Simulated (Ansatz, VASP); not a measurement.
## BeS in VASP and in Ansatz

```xyz
2
Lattice="0.0000 2.4190 2.4190 2.4190 0.0000 2.4190 2.4190 2.4190 0.0000" Properties=species:S:1:pos:R:3 pbc="T T T"
Be    0.0000    0.0000    0.0000
S     1.2095    1.2095    1.2095
```

Alike in both runs: task relaxation of cell and atoms; functional PBEsol; k mesh 8 × 8 × 8; no spin polarisation.

|  | VASP | Ansatz |
| --- | --- | --- |
| version | VASP 6.6.1 | Ansatz 0.2.0 |
| potentials or method | VASP PAW PBE potentials, release 64 (Be, S) | scalar-relativistic, plane waves, PAW |
| plane-wave cutoff (eV) | 600 | 420 |
| occupations | gaussian, width 0.01 eV | fixed |
| valence electrons in the cell | 8 | 8 |

```csv
,VASP,Ansatz,Ansatz less VASP
"gap on the k mesh at the Fermi level, each at its own relaxed structure (eV)",2.92,2.91,-0.008
relaxed volume (Å³/atom),14.18,14.15,-0.027
relaxed cell length with the largest relative difference (Å),3.423,3.421,-0.0022
```

Caveats: the PAW data sets were made with another functional, which shifts forces and pressure a little (VASP). A k mesh can miss the band edges.
